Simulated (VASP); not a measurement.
# Ni (Fm-3m) in VASP: further runs, part 2 of 2

VASP 6.6.1.

## (4) Single point, PBE, collinear spin, ferromagnetic start (a relaxed cell with its volume scaled by 0.94)

Contents of INCAR:

```
SYSTEM = Ni
  PREC = Accurate
  ENCUT = 520
  EDIFF = 1E-7
  ISMEAR = 1
  SIGMA = 0.2
  LREAL = .False.
  LASPH = .True.
  NELM = 120
  ALGO = Fast
  ISIF = 2
  LWAVE = .False.
  LCHARG = .False.
  ISPIN = 2
  MAGMOM = 0.8
  LORBIT = 11
  LMAXMIX = 4
  GGA = PE
```

Contents of KPOINTS:

```
regular mesh
0
Gamma
  20 20 20
  0 0 0
```

Contents of POSCAR:

```
Ni                                      
1.0
    0.0000000000      1.7230753837      1.7230753837
    1.7230753837      0.0000000000      1.7230753837
    1.7230753837      1.7230753837      0.0000000000
  Ni            
     1
Direct
     0.0000000000000000    0.0000000000000000    0.0000000000000000
```

Potentials or basis: VASP PAW PBE potentials, release 64 (Ni).

Started as:

```
$ cat potpaw_PBE.64/Ni/POTCAR > POTCAR
$ mpirun -np 1 vasp_std > vasp.out
```

OUTCAR:

```text
SYSTEM = Ni
   PREC = Accurate
   ENCUT = 520
   EDIFF = 1E-7
   ISMEAR = 1
   LREAL = .False.
   LASPH = .True.
   NELM = 120
   ISIF = 2
   ISPIN = 2
   LORBIT = 11
   GGA = PE

 ion  position               nearest neighbor table
   1  0.000  0.000  0.000-

  LATTYP: Found a face centered cubic cell.
 ALAT       =     3.4461507674

  Lattice vectors:

 A1 = (   0.0000000000,   1.7230753837,   1.7230753837)
 A2 = (   1.7230753837,   0.0000000000,   1.7230753837)
 A3 = (   1.7230753837,   1.7230753837,   0.0000000000)

Analysis of symmetry for initial positions (statically):
=====================================================================
 Subroutine PRICEL returns:
 Original cell was already a primitive cell.

 Routine SETGRP: Setting up the symmetry group for a
 face centered cubic supercell.

 Subroutine GETGRP returns: Found 48 space group operations
 (whereof 48 operations were pure point group operations)
 out of a pool of 48 trial point group operations.

The static configuration has the point symmetry O_h .

Analysis of symmetry for dynamics (positions and initial velocities):
=====================================================================
 Subroutine PRICEL returns:
 Original cell was already a primitive cell.

 Routine SETGRP: Setting up the symmetry group for a
 face centered cubic supercell.

 Subroutine GETGRP returns: Found 48 space group operations
 (whereof 48 operations were pure point group operations)
 out of a pool of 48 trial point group operations.

The dynamic configuration has the point symmetry O_h .

Analysis of structural, dynamic, and magnetic symmetry:
=====================================================================
 Subroutine PRICEL returns:
 Original cell was already a primitive cell.

 Routine SETGRP: Setting up the symmetry group for a
 face centered cubic supercell.

 Subroutine GETGRP returns: Found 48 space group operations
 (whereof 48 operations were pure point group operations)
 out of a pool of 48 trial point group operations.

The overall configuration has the point symmetry O_h .

 Subroutine INISYM returns: Found 48 space group operations
 (whereof 48 operations are pure point group operations),
 and found     1 'primitive' translations

----------------------------------------------------------------------------------------

                                     Primitive cell

  volume of cell :      10.2316

  direct lattice vectors                    reciprocal lattice vectors
     0.000000000  1.723075384  1.723075384    -0.290178831  0.290178831  0.290178831
     1.723075384  0.000000000  1.723075384     0.290178831 -0.290178831  0.290178831
     1.723075384  1.723075384  0.000000000     0.290178831  0.290178831 -0.290178831

  length of vectors
     2.436796577  2.436796577  2.436796577     0.502604478  0.502604478  0.502604478

  position of ions in fractional coordinates (direct lattice)
     0.000000000  0.000000000  0.000000000

  ion indices of the primitive-cell ions
   primitive index   ion index
                 1           1

----------------------------------------------------------------------------------------

 KPOINTS: regular mesh

Automatic generation of k-mesh.
 Grid dimensions read from file:
[... 68 lines left out ...]
   NSW    =      0    number of steps for IOM
   IBRION =     -1    ionic relax: 0-MD 1-quasi-New 2-CG
   NFREE  =      0    steps in history (QN), initial steepest desc. (CG)
   ISIF   =      2    stress and relaxation
   ISYM   =      2    0-nonsym 1-usesym 2-fastsym
   POTIM  = 0.5000    time-step for ionic-motion
   TEBEG  =    0.0;   TEEND  =   0.0 temperature during run
   PSTRESS=    0.0 pullay stress
   NELECT =      10.0000    total number of electrons
   NUPDOWN=      -1.0000    fix difference up-down
   EMIN   =  10.00;   EMAX   =-10.00  energy-range for DOS
   EFERMI =   0.00;   METHOD = LEGACY
   ISMEAR =     1;   SIGMA  =   0.20  broadening in eV -4-tet -1-fermi 0-gaus
   EFERMI_NEDOS =   21; number of points for ismear=-14 and -15
   IALGO  =     68    algorithm
   IMIX   =      4    mixing-type and parameters
     AMIX     =   0.40;   BMIX     =  1.00
     AMIX_MAG =   1.60;   BMIX_MAG =  1.00
  volume/ion in A,a.u.               =      10.23        69.05
  Fermi-wavevector in a.u.,A,eV,Ry     =   1.624653  3.070149 35.912532  2.639497
  Thomas-Fermi vector in A             =   2.717904
   LORBIT       =     11    0 simple, 1 ext, 2 COOP (PROOUT), +10 PAW based schemes
   GGA     = PE    functional components
   LHFCALC =     F    Hartree Fock is set to
   AEXX    =    0.0000 exact exchange contribution
   IVDW    =     0    specifies the selected vdW correction
   LEPSILON=     F    determine dielectric tensor
   LRPA    =     F    only Hartree local field effects (RPA)
 spin polarized calculation
 RMM-DIIS sequential band-by-band and
 Methfessel and Paxton  Order N= 1 SIGMA  =   0.20
  energy-cutoff  :      520.00
  volume of cell :       10.23
 maximum number of plane-waves:       291
   NGX =  9   NGY =  9   NGZ =  9

 number of electron      10.0000000 magnetization       0.8000000

 number of electron       9.9999990 magnetization       0.6222350

 Free energy of the ion-electron system (eV)
  ---------------------------------------------------
  ext. energy  EPLUGINS =         0.00000000
  ---------------------------------------------------
  free energy    TOTEN  =        -5.44398493 eV

  energy without entropy =       -5.44275943  energy(sigma->0) =       -5.44357643

 E-fermi :  10.2724     XC(G=0): -13.6223

 val. band max:       10.2717500267   @ k =   0.3500   0.2500   0.0500
 cond. band min:      10.2723726704   @ k =  -0.4500   0.5000   0.0500
 fundamental gap:      0.0006226436
 Fermi energy:        10.2723554864

 spin component 1

 k-point     1 :       0.0000    0.0000    0.0000
  band No.  band energies     occupation
      1       0.8280      1.00000
      2       7.6768      1.00000
      3       7.6768      1.00000
      4       7.6768      1.00000
      5       8.9596      1.00000
      6       8.9596      1.00000
      7      34.5183      0.00000
      8      38.8653      0.00000
      9      38.8653      0.00000
[... 265 lines left out ...]
 k-point    24 :      -0.3500    0.0500    0.0000
  band No.  band energies     occupation
      1       4.7623      1.00000
      2       7.7641      1.00000
      3       7.8239      1.00000
      4       7.9427      1.00000
      5       9.3271      1.00000
      6       9.7059      1.00023
      7      19.9211      0.00000
      8      32.6328      0.00000
      9      35.2098      0.00000

 [... further k-points ...]

 spin component 2

 k-point     1 :       0.0000    0.0000    0.0000
  band No.  band energies     occupation
      1       0.7987      1.00000
      2       8.4254      1.00000
      3       8.4254      1.00000
      4       8.4254      1.00000
      5       9.5419      1.00000
      6       9.5419      1.00000
      7      34.3680      0.00000
      8      38.8422      0.00000
      9      38.8422      0.00000
[... 265 lines left out ...]
 k-point    24 :      -0.3500    0.0500    0.0000
  band No.  band energies     occupation
      1       4.9864      1.00000
      2       8.2890      1.00000
      3       8.4053      1.00000
      4       8.4500      1.00000
      5      10.0539      1.03224
      6      10.3969      0.07014
      7      20.1773      0.00000
      8      32.5910      0.00000
      9      35.2332      0.00000

 [... further k-points ...]

------------------------ aborting loop because EDIFF is reached ----------------------------------------

  FORCE on cell =-STRESS in cart. coord.  units (eV):
  Direction    XX          YY          ZZ          XY          YZ          ZX
  --------------------------------------------------------------------------------------
  -------------------------------------------------------------------------------------
  Total        0.9049087      0.9049087      0.9049087     -0.0000000     -0.0000000      0.0000000
  in kB      141.7008633    141.7008633    141.7008633     -0.0000000     -0.0000000      0.0000000
  external PRESSURE =     141.7008633 kB  Pullay stress =       0.0000000 kB

 VOLUME and BASIS-vectors are now :
 -----------------------------------------------------------------------------
  energy-cutoff  :      520.00
  volume of cell :       10.23
      direct lattice vectors                 reciprocal lattice vectors
     0.000000000  1.723075384  1.723075384    -0.290178831  0.290178831  0.290178831
     1.723075384  0.000000000  1.723075384     0.290178831 -0.290178831  0.290178831
     1.723075384  1.723075384  0.000000000     0.290178831  0.290178831 -0.290178831

 POSITION                                       TOTAL-FORCE (eV/Angst)
 -----------------------------------------------------------------------------------
      0.00000      0.00000      0.00000         0.000000      0.000000     -0.000000
 -----------------------------------------------------------------------------------
    total drift:                               -0.000000     -0.000000     -0.000000

  FREE ENERGIE OF THE ION-ELECTRON SYSTEM (eV)
  ---------------------------------------------------
  free  energy   TOTEN  =        -5.4439849332 eV

  energy  without entropy=       -5.4427594302  energy(sigma->0) =       -5.44357643

 total charge

# of ion       s       p       d       tot
------------------------------------------
    1        0.525   0.555   8.345   9.426

 magnetization (x)

# of ion       s       p       d       tot
------------------------------------------
    1       -0.006  -0.026   0.661   0.628
```

stdout:

```text
POSCAR found type information on POSCAR Ni
 POSCAR found :  1 types and       1 ions
 scaLAPACK will be used
 LDA part: xc-table for (Slater+PW92), standard interpolation
 POSCAR, INCAR and KPOINTS ok, starting setup
 FFT: planning ... GRIDC
 FFT: planning ... GRID_SOFT
 FFT: planning ... GRID
 WAVECAR not read
 entering main loop
WARNING in EDDRMM: call to ZHEGV failed, returncode =   8  4      9
WARNING in EDDRMM: call to ZHEGV failed, returncode =   8  4      7
WARNING in EDDRMM: call to ZHEGV failed, returncode =   6  3      7
WARNING in EDDRMM: call to ZHEGV failed, returncode =   8  4      8
WARNING in EDDRMM: call to ZHEGV failed, returncode =   6  3      8
WARNING in EDDRMM: call to ZHEGV failed, returncode =   6  3      7
```

Wall time 44 s (1 thread of Intel Xeon Platinum 8259CL at 2.50GHz (Skylake/Cascade Lake), shared host); peak memory 0.15 GiB.

Results:

| Property | Result |
| --- | --- |
| Free energy | -5.4440 eV |
| Pressure | 14.2 GPa |
| Band gap on the k mesh | none (metal or under the smearing width) |
| Net moment | 0.62 μB per cell |
| Site moments | Ni +0.63 μB |
| Valence electrons inside the program's atomic spheres | Ni 9.43 |

Levels at points of the mesh, in eV from the Fermi level:
Spin up:
| k point | band 1 | band 2 | band 3 | band 4 | band 5 | band 6 | band 7 | band 8 | band 9 |
| --- | --- | --- | --- | --- | --- | --- | --- | --- | --- |
| (0.00, 0.00, 0.00) | -9.44 | -2.60 | -2.60 | -2.60 | -1.31 | -1.31 | 24.25 | 28.59 | 28.59 |
| (0.50, 0.00, 0.00) | -5.18 | -2.58 | -2.58 | -0.59 | -0.59 | -0.41 | 6.12 | 22.71 | 25.77 |
| (0.50, 0.50, 0.00) | -5.03 | -4.53 | -0.53 | -0.44 | -0.44 | 2.49 | 9.78 | 15.41 | 15.41 |
Spin down:
```tsv
k point	band 2	band 3	band 4	band 5	band 6	band 7	band 8	band 9
(0.00, 0.00, 0.00)	-1.85	-1.85	-1.85	-0.73	-0.73	24.10	28.57	28.57
(0.50, 0.00, 0.00)	-1.97	-1.97	-0.46	0.17	0.17	6.55	22.57	25.86
(0.50, 0.50, 0.00)	-3.92	0.07	0.42	0.42	2.46	10.03	15.42	15.42
```

## (5) Single point, PBE, collinear spin, ferromagnetic start (a relaxed cell with its volume scaled by 1.06)

INCAR is that of step 4.

KPOINTS is that of step 4.

Contents of POSCAR:

```
Ni                                      
1.0
    0.0000000000      1.7934816956      1.7934816956
    1.7934816956      0.0000000000      1.7934816956
    1.7934816956      1.7934816956      0.0000000000
  Ni            
     1
Direct
     0.0000000000000000    0.0000000000000000    0.0000000000000000
```

Started as:

```
$ cat potpaw_PBE.64/Ni/POTCAR > POTCAR
$ mpirun -np 1 vasp_std > vasp.out
```

Wall time 53 s (1 thread of Intel Xeon Platinum 8259CL at 2.50GHz (Skylake/Cascade Lake), shared host); peak memory 0.17 GiB.

The run converged. Its results:

```yaml
Free_energy: -5.4496 eV
Pressure: -10.0 GPa
Band_gap_on_the_k_mesh: none (metal or under the smearing width)
Net_moment: 0.64 μB per cell
Site_moments: Ni +0.66 μB
Valence_electrons_inside_the_program's_atomic_spheres: Ni 9.21
```

Levels at points of the mesh, in eV from the Fermi level:
Spin up:
```tsv
k point	band 1	band 2	band 3	band 4	band 5	band 6	band 7	band 8	band 9
(0.00, 0.00, 0.00)	-8.61	-2.30	-2.30	-2.30	-1.21	-1.21	23.22	26.63	26.63
(0.50, 0.00, 0.00)	-4.53	-2.27	-2.27	-0.62	-0.62	-0.18	5.25	21.74	23.66
(0.50, 0.50, 0.00)	-4.31	-3.91	-0.56	-0.52	-0.52	2.42	8.71	14.29	14.29
```
Spin down:
| k point | band 2 | band 3 | band 4 | band 5 | band 6 | band 7 | band 8 | band 9 |
| --- | --- | --- | --- | --- | --- | --- | --- | --- |
| (0.00, 0.00, 0.00) | -1.53 | -1.53 | -1.53 | -0.62 | -0.62 | 23.05 | 26.61 | 26.61 |
| (0.50, 0.00, 0.00) | -1.65 | -1.65 | -0.25 | 0.14 | 0.14 | 5.68 | 21.59 | 23.75 |
| (0.50, 0.50, 0.00) | -3.27 | 0.05 | 0.37 | 0.37 | 2.37 | 8.94 | 14.29 | 14.29 |

## (6) Single point, PBE, collinear spin, ferromagnetic start (a relaxed cell with its volume scaled by 0.91)

INCAR is that of step 5.

KPOINTS is that of step 5.

Contents of POSCAR:

```
Ni                                      
1.0
    0.0000000000      1.7045462554      1.7045462554
    1.7045462554      0.0000000000      1.7045462554
    1.7045462554      1.7045462554      0.0000000000
  Ni            
     1
Direct
     0.0000000000000000    0.0000000000000000    0.0000000000000000
```

Potentials or basis: VASP PAW PBE potentials, release 64 (Ni).

Started as:

```
$ cat potpaw_PBE.64/Ni/POTCAR > POTCAR
$ mpirun -np 1 vasp_std > vasp.out
```

Wall time 43 s (1 thread of Intel Xeon Platinum 8259CL at 2.50GHz (Skylake/Cascade Lake), shared host); peak memory 0.16 GiB.

It converged, with:

```
Free energy                                           : -5.4060 eV
Pressure                                              : 23.4 GPa
Band gap on the k mesh                                : none (metal or under the smearing width)
Net moment                                            : 0.62 μB per cell
Site moments                                          : Ni +0.62 μB
Valence electrons inside the program's atomic spheres : Ni 9.49
```

Levels at points of the mesh, in eV from the Fermi level:
Spin up:
| k point | band 3 | band 4 | band 5 | band 6 | band 7 | band 8 |
| --- | --- | --- | --- | --- | --- | --- |
| (0.00, 0.00, 0.00) | -2.68 | -2.68 | -1.34 | -1.34 | 24.52 | 29.12 |
| (0.50, 0.00, 0.00) | -2.68 | -0.58 | -0.58 | -0.47 | 6.37 | 22.96 |
| (0.50, 0.50, 0.00) | -0.53 | -0.42 | -0.42 | 2.51 | 10.09 | 15.73 |
Spin down:
```csv
k point,band 2,band 3,band 4,band 5,band 6,band 7,band 8,band 9
"(0.00, 0.00, 0.00)",-1.94,-1.94,-1.94,-0.76,-0.76,24.37,29.10,29.10
"(0.50, 0.00, 0.00)",-2.07,-2.07,-0.52,0.17,0.17,6.80,22.83,26.45
"(0.50, 0.50, 0.00)",-4.12,0.08,0.44,0.44,2.49,10.34,15.74,15.74
```

Caveat: so large a pressure means that the cell lies far from this level's equilibrium, or that cutoff or potentials fall short.

## (7) Single point, PBE, collinear spin, ferromagnetic start (a relaxed cell with its volume scaled by 1.09)

INCAR is that of step 6.

KPOINTS is that of step 6.

Contents of POSCAR:

```
Ni                                      
1.0
    0.0000000000      1.8102441784      1.8102441784
    1.8102441784      0.0000000000      1.8102441784
    1.8102441784      1.8102441784      0.0000000000
  Ni            
     1
Direct
     0.0000000000000000    0.0000000000000000    0.0000000000000000
```

Started as:

```
$ cat potpaw_PBE.64/Ni/POTCAR > POTCAR
$ mpirun -np 1 vasp_std > vasp.out
```

Run time: 53 s. Hardware: 1 thread of Intel Xeon Platinum 8259CL at 2.50GHz (Skylake/Cascade Lake), shared host; peak memory 0.17 GiB.

It converged, with:

```
Free energy                                           : -5.4254 eV
Pressure                                              : -13.7 GPa
Band gap on the k mesh                                : none (metal or under the smearing width)
Net moment                                            : 0.64 μB per cell
Site moments                                          : Ni +0.66 μB
Valence electrons inside the program's atomic spheres : Ni 9.17
```

Levels at points of the mesh, in eV from the Fermi level:
Spin up:
```
           k point  band 1  band 2  band 3  band 4  band 5  band 6  band 7  band 8  band 9
(0.00, 0.00, 0.00)   -8.42   -2.25   -2.25   -2.25   -1.19   -1.19   22.98   26.17   26.17
(0.50, 0.00, 0.00)   -4.40   -2.21   -2.21   -0.63   -0.63   -0.13    5.07   21.52   23.19
(0.50, 0.50, 0.00)   -4.16   -3.78   -0.57   -0.53   -0.53    2.41    8.47   14.04   14.04
```
Spin down:
| k point | band 1 | band 2 | band 3 | band 4 | band 5 | band 6 | band 7 | band 8 | band 9 |
| --- | --- | --- | --- | --- | --- | --- | --- | --- | --- |
| (0.00, 0.00, 0.00) | -8.47 | -1.46 | -1.46 | -1.46 | -0.60 | -0.60 | 22.80 | 26.16 | 26.16 |
| (0.50, 0.00, 0.00) | -3.95 | -1.58 | -1.58 | -0.21 | 0.14 | 0.14 | 5.49 | 21.36 | 23.27 |
| (0.50, 0.50, 0.00) | -3.81 | -3.14 | 0.05 | 0.36 | 0.36 | 2.35 | 8.70 | 14.04 | 14.04 |

## (8) Overview

```tsv
cell	gap on the mesh (eV)	pressure (GPa)	moment (μB)
a relaxed cell with its volume scaled by 0.97	none	6.5	0.63
a relaxed cell with its volume scaled by 1.03	none	-5.4	0.63
a relaxed cell with its volume scaled by 0.94	none	14.2	0.62
a relaxed cell with its volume scaled by 1.06	none	-10.0	0.64
a relaxed cell with its volume scaled by 0.91	none	23.4	0.62
a relaxed cell with its volume scaled by 1.09	none	-13.7	0.64
```

Alike in all rows: task single point; level PBE; potentials or basis VASP PAW PBE potentials, release 64 (Ni); spin collinear, ferromagnetic start; k mesh 20 × 20 × 20; cutoff (eV) 520; smearing methfessel-paxton 0.2 eV.

Caveats: so large a pressure means that the cell lies far from this level's equilibrium, or that cutoff or potentials fall short (some runs).

Absolute energies hang on the potentials; compare differences alone.
